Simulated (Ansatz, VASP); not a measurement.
One calculation of SiN, two programs

```
CELL_PARAMETERS angstrom
0.00000 2.13235 2.13235
2.13235 0.00000 2.13235
2.13235 2.13235 0.00000
ATOMIC_POSITIONS crystal
Si 0.00000 0.00000 0.00000
N 0.50000 0.50000 0.50000
```

Alike in both runs: functional PBE; k mesh 6 × 6 × 6; occupations gaussian, width 0.1 eV; no spin polarisation.

Ansatz relaxed the structure, and its values are those at the end. VASP's run is a single point on that final structure, the one shown.

|  | VASP | Ansatz |
| --- | --- | --- |
| version | VASP 6.6.1 | Ansatz 0.2.0 |
| potentials or method | VASP PAW PBE potentials, release 64 (Si, N) | scalar-relativistic, plane waves, PAW |
| plane-wave cutoff (eV) | 520 | 420 |
| valence electrons in the cell | 9 | 9 |

```csv
,VASP,Ansatz,Ansatz less VASP
gap on the k mesh at the Fermi level (eV),none,none,-
pressure (GPa),0.0,0.0,0.00
```

A gap of «none» marks a metal or a gap that the smearing closes.

Caveats: the k mesh is coarse (spacing up to 0.43 Å⁻¹), so the values aren't converged.
